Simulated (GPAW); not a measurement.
# TiTe (P6_3/mmc) in GPAW: a series of runs

The runs below take TiTe through relaxation of cell and atoms, with PBEsol.

Program: GPAW 26.7.0. These are calculated values, not measurements. Logs are shortened: lines on timing, memory, paths and dates and some standing lists are left out, and cuts for length are marked. The log counts tension as positive stress, the text compression.

## Step 1: Starting point

It takes space group P6_3/mmc (No. 194, hexagonal). Conventional cell: a = 3.842 Å, b = 3.842 Å, c = 6.403 Å, α = 90.00°, β = 90.00°, γ = 120.00°. Te (site symmetry -6m2) has 6 Ti at 2.74 Å as nearest neighbours. Ti (site symmetry -3m) is surrounded by 6 Te at 2.74 Å.

## Step 2: Relaxation of cell and atoms, PBEsol, target pressure 10 GPa, at which the enthalpy is minimised

Contents of run.py:

```python
from ase import Atoms
from ase.filters import FrechetCellFilter
from ase.io import write
from ase.optimize import BFGS
from ase.units import GPa
from gpaw import GPAW, PW, setup_paths

setup_paths.insert(0, '.')

atoms = Atoms(['Te', 'Te', 'Ti', 'Ti'],
              cell=[[3.842, 0.0, 0.0],
                    [-1.921, 3.3272696013, 0.0],
                    [0.0, 0.0, 6.403]],
              scaled_positions=[[0.6666666667, 0.3333333333, 0.75],
                                [0.3333333333, 0.6666666667, 0.25],
                                [0.0, 0.0, 0.5],
                                [0.0, 0.0, 0.0]],
              pbc=True)

calc = GPAW(mode=PW(600),
            xc='PBEsol',
            kpts={'size': (6, 6, 3), 'gamma': True},
            occupations={'name': 'fermi-dirac', 'width': 0.05},
            nbands=34,
            convergence={'density': 1e-05, 'forces': 0.0001},
            maxiter=150,
            txt='gpaw.txt')
atoms.calc = calc
opt = BFGS(FrechetCellFilter(atoms, scalar_pressure=10 * GPa), trajectory='relax.traj', logfile='-')
done = opt.run(fmax=0.02, steps=60)
calc.write('gs.gpw')
write('result.traj', atoms)
print('Converged:', done)
print('Cell:', atoms.cell.cellpar().round(4))
print('Volume:', round(atoms.get_volume(), 4))
print(atoms.get_scaled_positions().round(5))
```

Potentials or basis: PAW data sets generated in the run's folder for this functional, pw.

Started as:

```
gpaw-setup -f PBEsol Te Ti
OMP_NUM_THREADS=1 python run.py
```

gpaw.txt:

```text
__  _  _
 | _ |_)|_||  |
 |__||  | ||/\| - 26.7.0

Input parameters:
  mode=PW(ecut=600.0),
  convergence={'density': 1e-05, 'forces': 0.0001},
  kpts=MonkhorstPack(size=(6, 6, 3), gamma=True),
  maxiter=150,
  nbands=34,
  occupations=Occupations(name='fermi-dirac', width=0.05),
  xc=XC(name='PBEsol')

Diagonalizing LCAO Hamiltonian
Converting LCAO to pw mode

             Te

       Ti
         Te

       Ti

Atoms  # Å, Bohr magnetons
|   | symbol |         x |        y |        z |    initial magnetic moments |
|---|--------|-----------|----------|----------|-----------------------------|
| 0 |     Te |  1.921000 | 1.109090 | 4.802250 | ( 0.0000,  0.0000,  0.0000) |
| 1 |     Te | -0.000000 | 2.218180 | 1.600750 | ( 0.0000,  0.0000,  0.0000) |
| 2 |     Ti |  0.000000 | 0.000000 | 3.201500 | ( 0.0000,  0.0000,  0.0000) |
| 3 |     Ti |  0.000000 | 0.000000 | 0.000000 | ( 0.0000,  0.0000,  0.0000) |

Unit cell  # Å
| periodic |         x |        y |        z |  lengths |     angles |
|----------|-----------|----------|----------|----------|------------|
|      yes |  3.842000 | 0.000000 | 0.000000 | 3.842000 |  90.000000 |
|      yes | -1.921000 | 3.327270 | 0.000000 | 3.842000 |  90.000000 |
|      yes |  0.000000 | 0.000000 | 6.403000 | 6.403000 | 120.000000 |

Number of symmetries: 12
Symmetry operations  # r_c * U_cc + t_c -> r_c
|    | kind |            matrix            |
|----|------|------------------------------|
|  0 |  σ   |  1, 1, 0,  0,-1, 0,  0, 0, 1 |
|  1 |  S6  |  1, 1, 0, -1, 0, 0,  0, 0,-1 |
|  2 |  E   |  1, 0, 0,  0, 1, 0,  0, 0, 1 |
|  3 |  C2  |  1, 0, 0, -1,-1, 0,  0, 0,-1 |
|  4 |  C2  |  0, 1, 0,  1, 0, 0,  0, 0,-1 |
|  5 |  C3  |  0, 1, 0, -1,-1, 0,  0, 0, 1 |
|  6 |  S6  |  0,-1, 0,  1, 1, 0,  0, 0,-1 |
|  7 |  σ   |  0,-1, 0, -1, 0, 0,  0, 0, 1 |
|  8 |  σ   | -1, 0, 0,  1, 1, 0,  0, 0, 1 |
|  9 |  i   | -1, 0, 0,  0,-1, 0,  0, 0,-1 |
| 10 |  C3  | -1,-1, 0,  1, 0, 0,  0, 0, 1 |
| 11 |  C2  | -1,-1, 0,  0, 1, 0,  0, 0,-1 |
[... 196 lines left out ...]
Stress tensor  # eV/Ang^3
|         x |         y |         z |
|-----------|-----------|-----------|
| -0.006256 |  0.000000 |  0.000000 |
|  0.000000 | -0.006256 |  0.000000 |
|  0.000000 |  0.000000 | -0.039488 |

Forces  # eV/Ang
|        x |       y |        z |
|----------|---------|----------|
|  0.00000 | 0.00000 |  0.00000 |  # Te   0
| -0.00000 | 0.00000 | -0.00000 |  # Te   1
|  0.00000 | 0.00000 |  0.00000 |  # Ti   2
|  0.00000 | 0.00000 |  0.00000 |  # Ti   3

Interpolating wave functions to new cell

             Te

       Ti
         Te

       Ti

Atoms  # Å, Bohr magnetons
|   | symbol |         x |         y |        z |    initial magnetic moments |
|---|--------|-----------|-----------|----------|-----------------------------|
| 0 |     Te |  1.913132 |  1.104547 | 4.794210 | ( 0.0000,  0.0000,  0.0000) |
| 1 |     Te | -0.000000 |  2.209094 | 1.598070 | ( 0.0000,  0.0000,  0.0000) |
| 2 |     Ti |  0.000000 | -0.000000 | 3.196140 | ( 0.0000,  0.0000,  0.0000) |
| 3 |     Ti |  0.000000 | -0.000000 | 0.000000 | ( 0.0000,  0.0000,  0.0000) |

Unit cell  # Å
| periodic |         x |         y |         z |  lengths |     angles |
|----------|-----------|-----------|-----------|----------|------------|
|      yes |  3.826264 | -0.000000 |  0.000000 | 3.826264 |  90.000000 |
|      yes | -1.913132 |  3.313642 | -0.000000 | 3.826264 |  90.000000 |
|      yes |  0.000000 | -0.000000 |  6.392280 | 6.392280 | 120.000000 |
[... 235 lines left out ...]
Atoms  # Å, Bohr magnetons
|   | symbol |         x |         y |         z |    initial magnetic moments |
|---|--------|-----------|-----------|-----------|-----------------------------|
| 0 |     Te |  1.861155 |  1.074538 |  4.753806 | ( 0.0000,  0.0000,  0.0000) |
| 1 |     Te | -0.000000 |  2.149077 |  1.584605 | ( 0.0000,  0.0000,  0.0000) |
| 2 |     Ti | -0.000000 | -0.000000 |  3.169206 | ( 0.0000,  0.0000,  0.0000) |
| 3 |     Ti |  0.000000 |  0.000000 | -0.000000 | ( 0.0000,  0.0000,  0.0000) |

Unit cell  # Å
| periodic |         x |        y |         z |  lengths |     angles |
|----------|-----------|----------|-----------|----------|------------|
|      yes |  3.722310 | 0.000000 | -0.000000 | 3.722310 |  90.000000 |
|      yes | -1.861155 | 3.223615 |  0.000000 | 3.722310 |  90.000000 |
|      yes |  0.000000 | 0.000000 |  6.338411 | 6.338411 | 120.000000 |

Number of symmetries: 12
Symmetry operations  # r_c * U_cc + t_c -> r_c
|    | kind |            matrix            |
|----|------|------------------------------|
|  0 |  σ   |  1, 1, 0,  0,-1, 0,  0, 0, 1 |
|  1 |  S6  |  1, 1, 0, -1, 0, 0,  0, 0,-1 |
|  2 |  E   |  1, 0, 0,  0, 1, 0,  0, 0, 1 |
|  3 |  C2  |  1, 0, 0, -1,-1, 0,  0, 0,-1 |
|  4 |  C2  |  0, 1, 0,  1, 0, 0,  0, 0,-1 |
|  5 |  C3  |  0, 1, 0, -1,-1, 0,  0, 0, 1 |
|  6 |  S6  |  0,-1, 0,  1, 1, 0,  0, 0,-1 |
|  7 |  σ   |  0,-1, 0, -1, 0, 0,  0, 0, 1 |
|  8 |  σ   | -1, 0, 0,  1, 1, 0,  0, 0, 1 |
|  9 |  i   | -1, 0, 0,  0,-1, 0,  0, 0,-1 |
| 10 |  C3  | -1,-1, 0,  1, 0, 0,  0, 0, 1 |
| 11 |  C2  | -1,-1, 0,  0, 1, 0,  0, 0,-1 |
[... 134 lines left out ...]
SCF iterations
|iter     | |      energy | eigst |  dens |force |
|---------|-|-------------|-------|-------|------|
|iter:   1| |  -24.297264 | -0.22 |       |      |
|iter:   2| |  -24.213844 | -2.35 | -1.34 |      |
|iter:   3| |  -23.877169 | -1.78 | -1.38 |      |
|iter:   4| |  -23.856258 | -3.10 | -2.00 |      |
|iter:   5| |  -23.861298 | -3.46 | -2.37 |      |
|iter:   6| |  -23.853580c| -4.23 | -2.15 |      |
|iter:   7| |  -23.853174c| -4.43 | -2.67 |      |
|iter:   8| |  -23.853169c| -6.15 | -3.63 |      |
|iter:   9| |  -23.853170c| -7.29 | -4.08 |      |
|iter:  10| |  -23.853170c| -8.06c| -4.97 |      |
|iter:  11| |  -23.853170c| -8.65c| -5.60c|      |
|iter:  12| |  -23.853170c| -9.33c| -6.10c|-3.93 |
|iter:  13| |  -23.853170c| -9.75c| -6.65c|-4.37c|

Converged in 13 steps
Energy contributions relative to reference atoms: (reference = -415819.312452)

Energy contributions:
  Kinetic:          64.187817
  Coulomb:         -53.835104
  Zero:              0.034188
  External:          0.000000
  Xc:              -34.228309
  Entropy:          -0.023524
  Spinorbit:         0.000000
  ----------------------------
  Free energy:     -23.864932
  Extrapolated:    -23.853170
[... 303 lines left out ...]
Atoms  # Å, Bohr magnetons
|   | symbol |         x |         y |         z |    initial magnetic moments |
|---|--------|-----------|-----------|-----------|-----------------------------|
| 0 |     Te |  1.831622 |  1.057488 |  5.011048 | ( 0.0000,  0.0000,  0.0000) |
| 1 |     Te | -0.000000 |  2.114975 |  1.670331 | ( 0.0000,  0.0000,  0.0000) |
| 2 |     Ti | -0.000000 | -0.000000 |  3.340690 | ( 0.0000,  0.0000,  0.0000) |
| 3 |     Ti |  0.000000 |  0.000000 | -0.000000 | ( 0.0000,  0.0000,  0.0000) |

Unit cell  # Å
| periodic |         x |        y |        z |  lengths |     angles |
|----------|-----------|----------|----------|----------|------------|
|      yes |  3.663244 | 0.000000 | 0.000000 | 3.663244 |  90.000000 |
|      yes | -1.831622 | 3.172463 | 0.000000 | 3.663244 |  90.000000 |
|      yes |  0.000000 | 0.000000 | 6.681379 | 6.681379 | 120.000000 |

Number of symmetries: 12
Symmetry operations  # r_c * U_cc + t_c -> r_c
|    | kind |            matrix            |
|----|------|------------------------------|
|  0 |  σ   |  1, 1, 0,  0,-1, 0,  0, 0, 1 |
|  1 |  S6  |  1, 1, 0, -1, 0, 0,  0, 0,-1 |
|  2 |  E   |  1, 0, 0,  0, 1, 0,  0, 0, 1 |
|  3 |  C2  |  1, 0, 0, -1,-1, 0,  0, 0,-1 |
|  4 |  C2  |  0, 1, 0,  1, 0, 0,  0, 0,-1 |
|  5 |  C3  |  0, 1, 0, -1,-1, 0,  0, 0, 1 |
|  6 |  S6  |  0,-1, 0,  1, 1, 0,  0, 0,-1 |
|  7 |  σ   |  0,-1, 0, -1, 0, 0,  0, 0, 1 |
|  8 |  σ   | -1, 0, 0,  1, 1, 0,  0, 0, 1 |
|  9 |  i   | -1, 0, 0,  0,-1, 0,  0, 0,-1 |
| 10 |  C3  | -1,-1, 0,  1, 0, 0,  0, 0, 1 |
| 11 |  C2  | -1,-1, 0,  0, 1, 0,  0, 0,-1 |
[... 454 lines left out ...]
Forces  # eV/Ang
|        x |        y |        z |
|----------|----------|----------|
| -0.00000 | -0.00000 | -0.00045 |  # Te   0
|  0.00000 | -0.00000 |  0.00045 |  # Te   1
|  0.00000 |  0.00000 |  0.00000 |  # Ti   2
|  0.00000 | -0.00000 |  0.00000 |  # Ti   3

Interpolating wave functions to new cell

            Te

       TiTe

       Ti

Atoms  # Å, Bohr magnetons
|   | symbol |         x |         y |         z |    initial magnetic moments |
|---|--------|-----------|-----------|-----------|-----------------------------|
| 0 |     Te |  1.760757 |  1.016573 |  5.418216 | ( 0.0000,  0.0000,  0.0000) |
| 1 |     Te | -0.000000 |  2.033147 |  1.806027 | ( 0.0000,  0.0000,  0.0000) |
| 2 |     Ti | -0.000000 | -0.000000 |  3.612121 | ( 0.0000,  0.0000,  0.0000) |
| 3 |     Ti |  0.000000 |  0.000000 | -0.000000 | ( 0.0000,  0.0000,  0.0000) |
[... 158 lines left out ...]
SCF iterations
|iter     | |      energy | eigst |  dens |force |
|---------|-|-------------|-------|-------|------|
|iter:   1| |  -24.365890 | -0.29 |       |      |
|iter:   2| |  -24.351571 | -2.45 | -1.55 |      |
|iter:   3| |  -24.278518 | -2.82 | -1.58 |      |
|iter:   4| |  -24.281350 | -3.22 | -2.09 |      |
|iter:   5| |  -24.272285c| -4.28 | -2.15 |      |
|iter:   6| |  -24.272047c| -5.02 | -2.74 |      |
|iter:   7| |  -24.272072c| -5.51 | -3.01 |      |
|iter:   8| |  -24.272074c| -7.06 | -4.04 |      |
|iter:   9| |  -24.272074c| -8.22c| -4.51 |      |
|iter:  10| |  -24.272074c| -8.58c| -5.16c|      |
|iter:  11| |  -24.272074c| -9.26c| -5.78c|-3.70 |
|iter:  12| |  -24.272074c| -9.90c| -6.26c|-4.35c|

Converged in 12 steps
Energy contributions relative to reference atoms: (reference = -415819.312452)

Energy contributions:
  Kinetic:          48.735513
  Coulomb:         -41.318753
  Zero:              0.055371
  External:          0.000000
  Xc:              -31.734289
  Entropy:          -0.019831
  Spinorbit:         0.000000
  ----------------------------
  Free energy:     -24.281989
  Extrapolated:    -24.272074
[... 31 lines left out ...]
Stress tensor  # eV/Ang^3
|         x |         y |         z |
|-----------|-----------|-----------|
| -0.030363 |  0.000000 |  0.000000 |
|  0.000000 | -0.030363 | -0.000000 |
|  0.000000 | -0.000000 | -0.023196 |

Forces  # eV/Ang
|        x |       y |        z |
|----------|---------|----------|
| -0.00000 | 0.00000 | -0.00048 |  # Te   0
|  0.00000 | 0.00000 |  0.00048 |  # Te   1
|  0.00000 | 0.00000 |  0.00000 |  # Ti   2
| -0.00000 | 0.00000 |  0.00000 |  # Ti   3

Interpolating wave functions to new cell

            Te

       TiTe

       Ti

Atoms  # Å, Bohr magnetons
|   | symbol |         x |         y |         z |    initial magnetic moments |
|---|--------|-----------|-----------|-----------|-----------------------------|
| 0 |     Te |  1.745970 |  1.008036 |  5.397618 | ( 0.0000,  0.0000,  0.0000) |
| 1 |     Te | -0.000000 |  2.016072 |  1.799171 | ( 0.0000,  0.0000,  0.0000) |
| 2 |     Ti | -0.000000 | -0.000000 |  3.598395 | ( 0.0000,  0.0000,  0.0000) |
| 3 |     Ti |  0.000000 |  0.000000 | -0.000000 | ( 0.0000,  0.0000,  0.0000) |
[... 716 lines left out ...]
Stress tensor  # eV/Ang^3
|         x |         y |         z |
|-----------|-----------|-----------|
| -0.062416 |  0.000000 |  0.000000 |
|  0.000000 | -0.062416 | -0.000000 |
|  0.000000 | -0.000000 | -0.062359 |

Forces  # eV/Ang
|       x |        y |        z |
|---------|----------|----------|
| 0.00000 |  0.00000 | -0.00015 |  # Te   0
| 0.00000 | -0.00000 |  0.00015 |  # Te   1
| 0.00000 |  0.00000 |  0.00000 |  # Ti   2
| 0.00000 | -0.00000 |  0.00000 |  # Ti   3

# Writing to gs.gpw (mode='')
```

Run time: 5.3 min. Hardware: 1 thread of Arm Neoverse V1, shared host; peak memory 0.28 GiB.

Results:

```yaml
Free_energy: -24.1341 eV
Relaxed_volume: 18.62 Å³/atom
Relaxed_cell: a = 3.472 Å, b = 3.472 Å, c = 7.133 Å, α = 90.00°, β = 90.00°, γ = 120.00°
Space_group_after_relaxing_to_0.05_Å: P6_3/mmc (No. 194)
Energy_change_on_relaxing_the_enthalpy_is_what_falls: -11.3 meV/atom
Ionic_steps: 10
Pressure_after_relaxing: 10.0 GPa
Band_gap_on_the_k_mesh: none (metal or under the smearing width)
```

The path:
| step | energy change (eV) | largest force (eV/Å) | pressure (GPa) | volume (Å³) |
| --- | --- | --- | --- | --- |
| 1 | 0.0000 | 0.0000 | 2.78 | 81.85 |
| 2 | 0.0137 | 0.0000 | 3.84 | 81.05 |
| 3 | 0.2263 | 0.0001 | 11.84 | 76.06 |
| 4 | 0.2069 | 0.0000 | 11.44 | 76.23 |
| 5 | -0.0406 | 0.0002 | 7.36 | 77.65 |
| 6 | -0.1975 | 0.0004 | 4.28 | 78.36 |
| 7 | -0.1926 | 0.0005 | 4.48 | 77.59 |
| 8 | -0.1301 | 0.0004 | 7.06 | 76.00 |
| 9 | -0.0406 | 0.0002 | 10.15 | 74.40 |
| 10 | -0.0451 | 0.0002 | 10.00 | 74.46 |

Final structure:
```cif
data_structure
_symmetry_space_group_name_H-M 'P 1'
_symmetry_Int_Tables_number 1
_cell_length_a 3.4718
_cell_length_b 3.4718
_cell_length_c 7.1333
_cell_angle_alpha 90.000
_cell_angle_beta 90.000
_cell_angle_gamma 120.000
_cell_volume 74.46
loop_
_atom_site_label
_atom_site_type_symbol
_atom_site_fract_x
_atom_site_fract_y
_atom_site_fract_z
_atom_site_occupancy
Te1 Te 0.66667 0.33333 0.75000 1
Te2 Te 0.33333 0.66667 0.25000 1
Ti1 Ti 0.00000 0.00000 0.50000 1
Ti2 Ti 0.00000 0.00000 0.00000 1
```

Caveat: later steps reuse the first step's grids. The run has no spin-orbit coupling, so splittings on Te are missing.

## Step 3: Relaxation of cell and atoms, PBEsol, target pressure 20 GPa, at which the enthalpy is minimised

run.py, as its differences from that of step 2:

```diff
@@ -28,3 +28,3 @@
 atoms.calc = calc
-opt = BFGS(FrechetCellFilter(atoms, scalar_pressure=10 * GPa), trajectory='relax.traj', logfile='-')
+opt = BFGS(FrechetCellFilter(atoms, scalar_pressure=20 * GPa), trajectory='relax.traj', logfile='-')
 done = opt.run(fmax=0.02, steps=60)
```

Potentials or basis: PAW data sets generated in the run's folder for this functional, pw.

Started as:

```
gpaw-setup -f PBEsol Te Ti
OMP_NUM_THREADS=1 python run.py
```

gpaw.txt:

```text
__  _  _
 | _ |_)|_||  |
 |__||  | ||/\| - 26.7.0

Input parameters:
  mode=PW(ecut=600.0),
  convergence={'density': 1e-05, 'forces': 0.0001},
  kpts=MonkhorstPack(size=(6, 6, 3), gamma=True),
  maxiter=150,
  nbands=34,
  occupations=Occupations(name='fermi-dirac', width=0.05),
  xc=XC(name='PBEsol')

Diagonalizing LCAO Hamiltonian
Converting LCAO to pw mode

             Te

       Ti
         Te

       Ti

Atoms  # Å, Bohr magnetons
|   | symbol |         x |        y |        z |    initial magnetic moments |
[... 764 lines left out ...]
Number of symmetries: 12
Symmetry operations  # r_c * U_cc + t_c -> r_c
|    | kind |            matrix            |
|----|------|------------------------------|
|  0 |  σ   |  1, 1, 0,  0,-1, 0,  0, 0, 1 |
|  1 |  S6  |  1, 1, 0, -1, 0, 0,  0, 0,-1 |
|  2 |  E   |  1, 0, 0,  0, 1, 0,  0, 0, 1 |
|  3 |  C2  |  1, 0, 0, -1,-1, 0,  0, 0,-1 |
|  4 |  C2  |  0, 1, 0,  1, 0, 0,  0, 0,-1 |
|  5 |  C3  |  0, 1, 0, -1,-1, 0,  0, 0, 1 |
|  6 |  S6  |  0,-1, 0,  1, 1, 0,  0, 0,-1 |
|  7 |  σ   |  0,-1, 0, -1, 0, 0,  0, 0, 1 |
|  8 |  σ   | -1, 0, 0,  1, 1, 0,  0, 0, 1 |
[... 1386 lines left out ...]
SCF iterations
|iter     | |      energy | eigst |  dens |force |
|---------|-|-------------|-------|-------|------|
|iter:   1| |  -24.222484 | +0.14 |       |      |
|iter:   2| |  -24.123065 | -2.30 | -1.28 |      |
|iter:   3| |  -23.743510 | -1.81 | -1.33 |      |
|iter:   4| |  -23.723433 | -2.91 | -1.90 |      |
|iter:   5| |  -23.741497 | -3.48 | -2.12 |      |
|iter:   6| |  -23.713809 | -3.73 | -1.91 |      |
|iter:   7| |  -23.713509 | -4.44 | -2.68 |      |
|iter:   8| |  -23.713519c| -5.87 | -3.39 |      |
|iter:   9| |  -23.713521c| -6.97 | -3.93 |      |
|iter:  10| |  -23.713521c| -8.42c| -4.53 |      |
|iter:  11| |  -23.713521c| -9.03c| -5.46c|      |
|iter:  12| |  -23.713521c| -9.48c| -5.94c|-3.87 |
|iter:  13| |  -23.713521c|-10.03c| -6.36c|-4.62c|

Converged in 13 steps
Energy contributions relative to reference atoms: (reference = -415819.312452)

Energy contributions:
  Kinetic:          76.286482
  Coulomb:         -62.882473
  Zero:             -0.034840
  External:          0.000000
  Xc:              -37.073414
  Entropy:          -0.018552
  Spinorbit:         0.000000
  ----------------------------
  Free energy:     -23.722797
  Extrapolated:    -23.713521
[... 534 lines left out ...]
Forces  # eV/Ang
|        x |        y |        z |
|----------|----------|----------|
| -0.00000 | -0.00000 |  0.00008 |  # Te   0
|  0.00000 |  0.00000 | -0.00008 |  # Te   1
|  0.00000 | -0.00000 |  0.00000 |  # Ti   2
|  0.00000 |  0.00000 |  0.00000 |  # Ti   3

# Writing to gs.gpw (mode='')
```

It took 5.6 min on 1 thread of Arm Neoverse V1, shared host; peak memory 0.3 GiB.

Results:

| Quantity | Value |
| --- | --- |
| Free energy | -23.7035 eV |
| Relaxed volume | 17.48 Å³/atom |
| Relaxed cell | a = 3.379 Å, b = 3.379 Å, c = 7.070 Å, α = 90.00°, β = 90.00°, γ = 120.00° |
| Space group after relaxing (to 0.05 Å) | P6_3/mmc (No. 194) |
| Energy change on relaxing (the enthalpy is what falls) | +96.3 meV/atom |
| Ionic steps | 11 |
| Pressure after relaxing | 20.0 GPa |
| Band gap on the k mesh | none (metal or under the smearing width) |

The path:
```csv
step,energy change (eV),largest force (eV/Å),pressure (GPa),volume (Å³)
1,0.0000,0.0000,2.78,81.85
2,0.0480,0.0000,5.46,79.95
3,0.7660,0.0001,23.08,71.20
4,0.6339,0.0000,20.66,72.11
5,0.5342,0.0000,18.96,72.72
6,0.1539,0.0002,12.91,74.60
7,-0.0787,0.0003,8.94,75.63
8,-0.0525,0.0003,9.99,74.62
9,0.3659,0.0002,19.19,70.10
10,0.3877,0.0001,20.10,69.90
11,0.3852,0.0001,20.00,69.92
```

Final structure:
```yaml
crystal:
  lattice:
    - [3.37921, 0.00000, 0.00000]
    - [-1.68961, 2.92648, 0.00000]
    - [0.00000, 0.00000, 7.07034]
  atoms:
    - { symbol: Te, position: [0.66667, 0.33333, 0.75000] }
    - { symbol: Te, position: [0.33333, 0.66667, 0.25000] }
    - { symbol: Ti, position: [0.00000, 0.00000, 0.50000] }
    - { symbol: Ti, position: [0.00000, 0.00000, 0.00000] }
```

Caveat: later steps reuse the first step's grids. The run has no spin-orbit coupling, so splittings on Te are missing.
